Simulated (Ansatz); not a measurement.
# Structure relaxation of In

Method: DFT PBE, scalar-relativistic, plane waves, PAW in Ansatz 0.2.0. Cutoff 420 eV, Γ-centred k mesh, Gaussian smearing, no spin polarisation in the final step.

The start is a random cell of In with space group R3 (No. 146), drawn with lower limits on the distances.

```
In
1.0
     3.05034    1.76112    4.56076
    -3.05034    1.76112    4.56076
     0.00000   -3.52223    4.56076
In
5
Direct
  0.08333 0.37551 0.79116
  0.79116 0.08333 0.37551
  0.37551 0.79116 0.08333
  0.01943 0.01943 0.01943
  0.45833 0.45833 0.45833
```

Cell and atoms relax at zero pressure; the relaxation can't lower the symmetry of the start. After a coarse first stage the cell is made exact in the group found at 0.06 Å.

Energies count from the standard state of In at the same level.

Q: Which crystal results?

A: It ends in R32 (No. 155). Conventional cell: a = 5.690 Å, c = 16.140 Å. In on Wyckoff site d (3 atoms of the primitive cell) is coordinated by 10 In at 3.23–3.39 Å; In on Wyckoff site c (2 atoms of the primitive cell) is coordinated by 9 In at 3.26–3.35 Å.

Space group R32:H (No. 155). a = 5.690 Å, b = 5.690 Å, c = 16.140 Å, α = 90.00°, β = 90.00°, γ = 120.00°
```json
{"atom": "In", "site": "9d", "symmetry": ".2", "x": "0.3444", "y": "0.0000", "z": "0.0000"}
{"atom": "In", "site": "6c", "symmetry": "3.", "x": "0.3333", "y": "0.6667", "z": "0.8278"}
```

Q: What are its volume, energy, density and gap?

A: The volume per atom is 30.17 Å³. The density is 6.32 g/cm³ and the energy over the standard structure is 0.07 eV/atom. The gap on the 9×9×9 mesh is 0 eV (a metal).

The final run used a 9×9×9 mesh on its 5-atom cell and 0.10 eV smearing. The k mesh leaves about 4 meV/atom of noise in metals. A structure relaxed within its symmetry needn't be a true minimum.